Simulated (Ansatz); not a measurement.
**Y: pressure against volume**

Y, P6_3/mmc, a = 3.598 Å, c = 5.585 Å. Ansatz: PBEsol, PAW, 420 eV, Γ-centred 12×12×8 mesh on 2 atoms, Gaussian smearing 0.10 eV; no spin polarisation. Shape and atoms are relaxed at each volume; pressure is positive in compression.

| V (Å³/atom) | P (GPa) |
| --- | --- |
| 27.549 | 6.46 |
| 28.488 | ? |
| 29.427 | 2.87 |
| 30.366 | 1.36 |
| 31.305 | 0.01 |
| 32.245 | -1.20 |
| 33.184 | -2.28 |
| 34.436 | -3.53 |

Problem. Take V0 = 31.305 Å³/atom, count pressures from its P0 = 0.01 GPa, fit the third-order Birch–Murnaghan form to the other rows, and predict the missing pressure.

Solution. With the Eulerian strain f = ½[(V0/V)^(2/3) − 1] and y = (P − P0)/[3f(1 + 2f)^(5/2)], the form is the line y = B0 + 1.5 B0 (B0′ − 4) f. Rows (f, y): 0.04447, 39.1; 0.02105, 40.9; 0.01026, 41.7; -0.00977, 43.4; -0.01906, 44.1; -0.03079, 44.9. Means f = 0.002693, y = 42.350; Σ(Δf)² = 0.003889, ΣΔfΔy = -0.3038; the slope is their ratio. y = 42.56 − 78.13 f GPa, so B0 = 42.6 GPa and B0′ = 4 + 2 × (-78.13)/(3 × 42.56) = 2.78. At V = 28.488, f = 0.03244, y = 40.03 and P = 4.57 GPa. The run gave 4.55 GPa, so the fit is 0.02 GPa too high, a small miss on the scale of the series.